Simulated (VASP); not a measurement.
# SnTe (Fm-3m) in VASP: G0W0 quasiparticle levels with PBE

Aim: the G0W0 quasiparticle levels of SnTe with PBE.

All numbers are computed with VASP 6.6.1; they aren't measurements. Logs are shortened: lines on timing, memory, paths and dates and some standing lists are left out, and cuts for length are marked.

**1. The structure**

Symmetry: Fm-3m, No. 225, cubic system. The conventional cell has a = 6.302 Å, b = 6.302 Å, c = 6.302 Å, α = 90.00°, β = 90.00°, γ = 90.00°. Around Sn (site symmetry m-3m) lie 6 Te at 3.15 Å. Around Te (site symmetry m-3m) lie 6 Sn at 3.15 Å.

**2. G0W0 quasiparticle levels, PBE**

Input file POSCAR:

```
SnTe
1.0
    0.0000000000      3.1508500000      3.1508500000
    3.1508500000      0.0000000000      3.1508500000
    3.1508500000      3.1508500000      0.0000000000
Sn Te
1 1
Direct
    0.0000000000      0.0000000000      0.0000000000
    0.5000000000      0.5000000000      0.5000000000
```

Input file INCAR.step1:

```
SYSTEM = SnTe
ALGO = Fast ; EDIFF = 1E-8
ENCUT = 420 ; GGA = PE
ISMEAR = 0 ; LASPH = .TRUE.
LCHARG = .FALSE. ; LREAL = .FALSE.
LWAVE = .TRUE. ; NELM = 60
PREC = Accurate ; SIGMA = 0.01
```

Input file INCAR.step2:

```
SYSTEM = SnTe
ALGO = Exact ; EDIFF = 1E-8
ENCUT = 420 ; GGA = PE
ISMEAR = 0 ; ISTART = 1
LASPH = .TRUE. ; LCHARG = .FALSE.
LOPTICS = .TRUE. ; LREAL = .FALSE.
LWAVE = .TRUE. ; NBANDS = 150
NELM = 1 ; PREC = Accurate
SIGMA = 0.01
```

Input file INCAR.step3:

```
SYSTEM = SnTe
ALGO = EVGW0 ; EDIFF = 1E-8
ENCUT = 420 ; ENCUTGW = 200
GGA = PE ; ISMEAR = 0
ISTART = 1 ; LASPH = .TRUE.
LCHARG = .FALSE. ; LREAL = .FALSE.
LWAVE = .FALSE. ; NBANDS = 150
NBANDSGW = 18 ; NELMGW = 1
NOMEGA = 60 ; PREC = Accurate
PRECFOCK = Fast ; SIGMA = 0.01
```

Input file KPOINTS:

```
k-points
0
G
  4 4 4
  0 0 0
```

Potentials or basis: VASP PAW PBE potentials, release 64 (Sn_d_GW, Te_GW).

On the command line:

```bash
> cat potpaw_PBE.64/Sn_d_GW/POTCAR potpaw_PBE.64/Te_GW/POTCAR > POTCAR
> cp INCAR.step1 INCAR
> mpirun -np 1 vasp_std > vasp.out
> cp INCAR.step2 INCAR
> mpirun -np 1 vasp_std > vasp.out
> cp INCAR.step3 INCAR
> mpirun -np 1 vasp_std > vasp.out
```

OUTCAR:

```text
SYSTEM = SnTe
   EDIFF = 1E-8
   ENCUT = 420
   ENCUTGW = 200
   GGA = PE
   ISMEAR = 0
   ISTART = 1
   LASPH = .TRUE.
   LREAL = .FALSE.
   NELMGW = 1
   PREC = Accurate
   PRECFOCK = Fast

 ion  position               nearest neighbor table
   1  0.000  0.000  0.000-   2 3.15   2 3.15   2 3.15   2 3.15   2 3.15   2 3.15
   2  0.500  0.500  0.500-   1 3.15   1 3.15   1 3.15   1 3.15   1 3.15   1 3.15

  LATTYP: Found a face centered cubic cell.
 ALAT       =     6.3017000000

  Lattice vectors:

 A1 = (   0.0000000000,   3.1508500000,   3.1508500000)
 A2 = (   3.1508500000,   0.0000000000,   3.1508500000)
 A3 = (   3.1508500000,   3.1508500000,   0.0000000000)

Analysis of symmetry for initial positions (statically):
=====================================================================
 Subroutine PRICEL returns:
 Original cell was already a primitive cell.

 Routine SETGRP: Setting up the symmetry group for a
 face centered cubic supercell.

 Subroutine GETGRP returns: Found 48 space group operations
 (whereof 48 operations were pure point group operations)
 out of a pool of 48 trial point group operations.

The static configuration has the point symmetry O_h .

Analysis of symmetry for dynamics (positions and initial velocities):
=====================================================================
 Subroutine PRICEL returns:
 Original cell was already a primitive cell.

 Routine SETGRP: Setting up the symmetry group for a
 face centered cubic supercell.

 Subroutine GETGRP returns: Found 48 space group operations
 (whereof 48 operations were pure point group operations)
 out of a pool of 48 trial point group operations.

The dynamic configuration has the point symmetry O_h .

 Subroutine INISYM returns: Found 48 space group operations
 (whereof 48 operations are pure point group operations),
 and found     1 'primitive' translations

----------------------------------------------------------------------------------------

                                     Primitive cell

  volume of cell :      62.5624

  direct lattice vectors                    reciprocal lattice vectors
     0.000000000  3.150850000  3.150850000    -0.158687338  0.158687338  0.158687338
     3.150850000  0.000000000  3.150850000     0.158687338 -0.158687338  0.158687338
     3.150850000  3.150850000  0.000000000     0.158687338  0.158687338 -0.158687338

  length of vectors
     4.455974803  4.455974803  4.455974803     0.274854533  0.274854533  0.274854533

  position of ions in fractional coordinates (direct lattice)
     0.000000000  0.000000000  0.000000000
     0.500000000  0.500000000  0.500000000

  ion indices of the primitive-cell ions
   primitive index   ion index
                 1           1
                 2           2

----------------------------------------------------------------------------------------

 KPOINTS: k-points

Automatic generation of k-mesh.
 Grid dimensions read from file:
 generate k-points for:    4    4    4

 Generating k-lattice:

  Cartesian coordinates                     Fractional coordinates (reciprocal lattice)
    -0.039671835  0.039671835  0.039671835     0.250000000  0.000000000  0.000000000
     0.039671835 -0.039671835  0.039671835     0.000000000  0.250000000  0.000000000
     0.039671835  0.039671835 -0.039671835     0.000000000  0.000000000  0.250000000

  Length of vectors
     0.068713633  0.068713633  0.068713633

  Shift w.r.t. Gamma in fractional coordinates (k-lattice)
     0.000000000  0.000000000  0.000000000

 Subroutine IBZKPT returns following result:
 ===========================================

 Found      8 irreducible k-points:

 Following reciprocal coordinates:
            Coordinates               Weight
  0.000000  0.000000  0.000000      1.000000
  0.250000  0.000000  0.000000      8.000000
  0.500000  0.000000  0.000000      4.000000
  0.250000  0.250000  0.000000      6.000000
  0.500000  0.250000  0.000000     24.000000
 -0.250000  0.250000  0.000000     12.000000
  0.500000  0.500000  0.000000      3.000000
 -0.250000  0.500000  0.250000      6.000000
   k-points           NKPTS =      8   k-points in BZ     NKDIM =     64   number of bands    NBANDS=    150
   number of dos      NEDOS =    301   number of ions     NIONS =      2
   total plane-waves  NPLWV =  27000
   dimension x,y,z NGX =    30 NGY =   30 NGZ =   30
   dimension x,y,z NGXF=    60 NGYF=   60 NGZF=   60
   ions per type =               1   1
   NGX,Y,Z   is equivalent  to a cutoff of  11.19, 11.19, 11.19 a.u.
   NGXF,Y,Z  is equivalent  to a cutoff of  22.39, 22.39, 22.39 a.u.
 SYSTEM =  SnTe
   PREC   = accura    normal or accurate (medium, high low for compatibility)
   ISTART =      1    job   : 0-new  1-cont  2-samecut
   ICHARG =      0    charge: 1-file 2-atom 10-const
   ISPIN  =      1    spin polarized calculation?
   LNONCOLLINEAR =      F non collinear calculations
   LSORBIT =      F    spin-orbit coupling
   LASPH  =      T    aspherical Exc in radial PAW
   ENCUT  =  420.0 eV  30.87 Ry    5.56 a.u.   7.45  7.45  7.45*2*pi/ulx,y,z
   NELM   =     60;   NELMIN=  2; NELMDL=  0     # of ELM steps
   EDIFF  = 0.1E-07   stopping-criterion for ELM
   LREAL  =      F    real-space projection
   EDIFFG = 0.1E-06   stopping-criterion for IOM
   NSW    =      0    number of steps for IOM
   IBRION =     -1    ionic relax: 0-MD 1-quasi-New 2-CG
   NFREE  =      0    steps in history (QN), initial steepest desc. (CG)
   ISIF   =      0    stress and relaxation
   ISYM   =      3    0-nonsym 1-usesym 2-fastsym
   POTIM  = 0.5000    time-step for ionic-motion
   TEBEG  =    0.0;   TEEND  =   0.0 temperature during run
   PSTRESS=    0.0 pullay stress
   NELECT =      20.0000    total number of electrons
   NUPDOWN=      -1.0000    fix difference up-down
   EMIN   =  10.00;   EMAX   =-10.00  energy-range for DOS
   EFERMI =   0.00;   METHOD = LEGACY
   ISMEAR =     0;   SIGMA  =   0.01  broadening in eV -4-tet -1-fermi 0-gaus
   EFERMI_NEDOS =   21; number of points for ismear=-14 and -15
   IALGO  =     38    algorithm
   IMIX   =      4    mixing-type and parameters
     AMIX     =   0.40;   BMIX     =  1.00
     AMIX_MAG =   1.60;   BMIX_MAG =  1.00
  volume/ion in A,a.u.               =      31.28       211.10
  Fermi-wavevector in a.u.,A,eV,Ry     =   1.119387  2.115336 17.048485  1.253028
  Thomas-Fermi vector in A             =   2.256026
   LORBIT       =      0    0 simple, 1 ext, 2 COOP (PROOUT), +10 PAW based schemes
   GGA     = PE    functional components
   LHFCALC =     T    Hartree Fock is set to
   PRECFOCK=fast      Normal, Fast or Accurate (Low or Medium for compatibility)
   ENCUT4O =  -1.0   cutoff for four orbital integrals eV
   NKREDX  =     1    reduce k-point grid by
   NKREDY  =     1    reduce k-point grid by
   NKREDZ  =     1    reduce k-point grid by
   AEXX    =    1.0000 exact exchange contribution
   HFSCREEN=    0.0000 screening length (either q_TF or 0.3 A-1)
   HFSCREENC=   0.0000 screening length for correlation (either q_TF or 0.3 A-1)
   ENCUTFOCK=  -1.0 apply spherical cutoff to Coloumb kernel
   IVDW    =     0    specifies the selected vdW correction
   LEPSILON=     F    determine dielectric tensor
   LRPA    =     F    only Hartree local field effects (RPA)
   LRPAFORCE           =     F    calculate RPA forces
   ENCUTGW             = 200.0    cutoff for response function in eV
   ENCUTGWSOFT         = 160.0    soft cutoff for Coulomb kernel in GW response function in eV
   ENCUTLF             =  -1.0    cutoff for local field effects
   NELMGW              =     1    number of iterations in solving QP/BSE equation
   NELMHF              =     1    number of iterations in the inner HF iteration
   NKREDLFX            =     1    NKREDLFY  =   1   NKREDLFZ  =   1
 non-spin polarized calculation
 Gauss-broadening in eV      SIGMA  =   0.01
  energy-cutoff  :      420.00
  volume of cell :       62.56
 maximum number of plane-waves:      1243
 NGX is ok and might be reduce to    30
  NGX = 16; NGY = 16; NGZ = 16
   NGX = 15   NGY = 15   NGZ = 15
 maximum number of plane-waves:       415

 QP shifts <psi_nk| G(iteration)W_0 |psi_nk>: iteration 1
 for sc-GW calculations column KS-energies equals QP-energies in previous step
 and V_xc(KS)=  KS-energies - (<T + V_ion + V_H > + <T+V_H+V_ion>^1  + <V_x>^1)

 k-point   1 :       0.0000    0.0000    0.0000
  band No.  KS-energies  QP-energies   sigma(KS)   V_xc(KS)     V^pw_x(r,r')   Z            occupation Imag(sigma)

      1     -16.0386     -18.2267     -20.9548     -17.5150     -27.0442       0.6361       2.0000       0.6925
      2     -16.0386     -18.2267     -20.9548     -17.5150     -27.0442       0.6361       2.0000       0.6925
      3     -16.0316     -18.1971     -20.9354     -17.5055     -26.9977       0.6314       2.0000       0.6728
      4     -16.0316     -18.1971     -20.9354     -17.5055     -26.9977       0.6314       2.0000       0.6728
      5     -16.0316     -18.1971     -20.9354     -17.5055     -26.9977       0.6314       2.0000       0.6728
      6      -6.9137      -7.0339     -10.8586     -10.6650     -17.2523       0.6212       2.0000       1.1855
[... 10 lines left out ...]
     17      12.7139      12.4727      -7.1119      -6.7872      -1.9487       0.7426       0.0000      -0.2232
     18      12.8211      12.8056      -9.5029      -9.4820      -4.6180       0.7389       0.0000      -0.2498

 k-point   2 :       0.2500    0.0000    0.0000
  band No.  KS-energies  QP-energies   sigma(KS)   V_xc(KS)     V^pw_x(r,r')   Z            occupation Imag(sigma)

      1     -16.0409     -18.2300     -20.9515     -17.5106     -27.0396       0.6362       2.0000       0.6991
      2     -16.0409     -18.2300     -20.9515     -17.5106     -27.0396       0.6362       2.0000       0.6991
      3     -16.0308     -18.2038     -20.9416     -17.5060     -27.0036       0.6325       2.0000       0.6741
      4     -16.0283     -18.2002     -20.9407     -17.5111     -27.0022       0.6333       2.0000       0.6726
      5     -16.0283     -18.2002     -20.9407     -17.5111     -27.0022       0.6333       2.0000       0.6726
      6      -6.4136      -6.5434     -11.0036     -10.7981     -17.1452       0.6312       2.0000       1.0997
[... 10 lines left out ...]
     17      15.8024      15.7186      -9.9530      -9.8385      -3.9469       0.7315       0.0000      -0.6120
     18      15.8024      15.7186      -9.9530      -9.8385      -3.9469       0.7315       0.0000      -0.6120

 k-point   3 :       0.5000    0.0000    0.0000
  band No.  KS-energies  QP-energies   sigma(KS)   V_xc(KS)     V^pw_x(r,r')   Z            occupation Imag(sigma)

      1     -16.0438     -18.2281     -20.9492     -17.5058     -27.0342       0.6343       2.0000       0.7067
      2     -16.0438     -18.2281     -20.9492     -17.5058     -27.0342       0.6343       2.0000       0.7067
      3     -16.0300     -18.2045     -20.9403     -17.5064     -27.0014       0.6332       2.0000       0.6752
      4     -16.0248     -18.1982     -20.9465     -17.5171     -27.0067       0.6338       2.0000       0.6713
      5     -16.0248     -18.1982     -20.9465     -17.5171     -27.0067       0.6338       2.0000       0.6713
      6      -5.6389      -5.7561     -11.3139     -11.1283     -17.0721       0.6315       2.0000       0.9207
[... 10 lines left out ...]
     17      14.8711      14.7801      -9.0490      -8.9239      -3.4486       0.7273       0.0000      -0.3813
     18      15.4329      15.3010      -8.9786      -8.7965      -3.1069       0.7240       0.0000      -0.4550

 k-point   4 :       0.2500    0.2500    0.0000
  band No.  KS-energies  QP-energies   sigma(KS)   V_xc(KS)     V^pw_x(r,r')   Z            occupation Imag(sigma)

      1     -16.0466     -18.2309     -20.9406     -17.5019     -27.0374       0.6352       2.0000       0.7105
      2     -16.0362     -18.2268     -20.9584     -17.5183     -27.0460       0.6368       2.0000       0.6916
      3     -16.0335     -18.1980     -20.9304     -17.5022     -26.9941       0.6314       2.0000       0.6748
      4     -16.0264     -18.1985     -20.9443     -17.5130     -27.0028       0.6330       2.0000       0.6714
      5     -16.0264     -18.1985     -20.9443     -17.5130     -27.0028       0.6330       2.0000       0.6714
      6      -6.2564      -6.3950     -11.0821     -10.8597     -17.1256       0.6232       2.0000       1.0490
[... 42 lines left out ...]
      5     -16.0262     -18.1981     -20.9421     -17.5136     -27.0019       0.6335       2.0000       0.6719
      6      -5.7542      -5.8873     -11.2729     -11.0621     -17.0694       0.6308       2.0000       0.9496
[... 10 lines left out ...]
     17      14.8771      14.8233      -9.2530      -9.1797      -3.6379       0.7345       0.0000      -0.4148
     18      16.2421      16.1613      -9.3927      -9.2815      -3.4299       0.7265       0.0000      -0.5534

 k-point   7 :       0.5000    0.5000    0.0000
  band No.  KS-energies  QP-energies   sigma(KS)   V_xc(KS)     V^pw_x(r,r')   Z            occupation Imag(sigma)

      1     -16.0560     -18.2167     -20.8954     -17.4842     -27.0185       0.6334       2.0000       0.7223
      2     -16.0347     -18.2107     -20.9405     -17.5102     -27.0156       0.6344       2.0000       0.6840
      3     -16.0347     -18.2107     -20.9405     -17.5102     -27.0156       0.6344       2.0000       0.6840
      4     -16.0208     -18.2020     -20.9493     -17.5211     -27.0051       0.6362       2.0000       0.6700
      5     -16.0208     -18.2020     -20.9493     -17.5211     -27.0051       0.6362       2.0000       0.6700
      6      -5.3378      -5.4758     -11.5612     -11.3452     -17.1112       0.6391       2.0000       0.8653
[... 10 lines left out ...]
     17      17.0260      17.1384      -9.1508      -9.2982      -3.3722       0.7621       0.0000      -0.6163
     18      17.1829      17.1802      -8.3668      -8.3629      -2.3751       0.7199       0.0000      -0.4408

 k-point   8 :      -0.2500    0.5000    0.2500
  band No.  KS-energies  QP-energies   sigma(KS)   V_xc(KS)     V^pw_x(r,r')   Z            occupation Imag(sigma)

      1     -16.0504     -18.2152     -20.9123     -17.4936     -27.0260       0.6332       2.0000       0.7147
      2     -16.0387     -18.2271     -20.9583     -17.5146     -27.0435       0.6355       2.0000       0.7015
      3     -16.0283     -18.2013     -20.9364     -17.5096     -26.9966       0.6341       2.0000       0.6735
      4     -16.0283     -18.2013     -20.9364     -17.5096     -26.9966       0.6341       2.0000       0.6735
      5     -16.0208     -18.2017     -20.9505     -17.5211     -27.0062       0.6359       2.0000       0.6697
      6      -5.2497      -5.3755     -11.5776     -11.3811     -17.1051       0.6396       2.0000       0.8499
[... 10 lines left out ...]
     17      16.9771      17.0036      -9.9539      -9.9886      -3.9153       0.7625       0.0000      -0.6556
     18      17.5087      17.3498      -9.1877      -8.9664      -3.1043       0.7183       0.0000      -0.6296
```

Run time: 3.4 min. Hardware: 1 thread of Intel Xeon 6975P-C (Granite Rapids), shared host; peak memory 0.71 GiB.

Results:

| Item | Value |
| --- | --- |
| Band gap on the k mesh, mean-field level | 0.09 eV, direct |
| Quasiparticle gap | 0.05 eV |
| Least direct quasiparticle gap | 0.05 eV |

Caveat: the k mesh is coarse (spacing up to 0.43 Å⁻¹), so the values aren't converged; bands, screening cutoff and mesh are small and nothing is extrapolated, so the quasiparticle values aren't converged; spin-orbit coupling is left out, which moves the levels of the heavy elements.
